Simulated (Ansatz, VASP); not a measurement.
**Ni: VASP beside Ansatz**

```
Ni
1.0
     0.00000    1.72399    1.72399
     1.72399    0.00000    1.72399
     1.72399    1.72399    0.00000
Ni
1
Direct
  0.00000 0.00000 0.00000
```

Change from the starting cell: volume scaled by 0.9405.

Alike in both runs: task single point; functional PBE; k mesh 18 × 18 × 18; occupations fermi-dirac, width 0.08 eV; collinear spin.

|  | VASP | Ansatz |
| --- | --- | --- |
| version | VASP 6.6.1 | Ansatz 0.2.0 |
| potentials or method | VASP PAW PBE potentials, release 64 (Ni), cutoff 520 eV | all-electron LAPW, scalar-relativistic |

```csv
,VASP,Ansatz,Ansatz less VASP
pressure (GPa),14.0,14.1,+0.09
net moment per atom (μB),0.60,0.61,+0.008
size of the moment on the site where the two differ most (μB),0.61,0.64,+0.025
```

Site moments also hang on the region over which each program counts them. Ansatz ran all-electron here, so the differences hold the error of VASP's frozen core and of both bases.
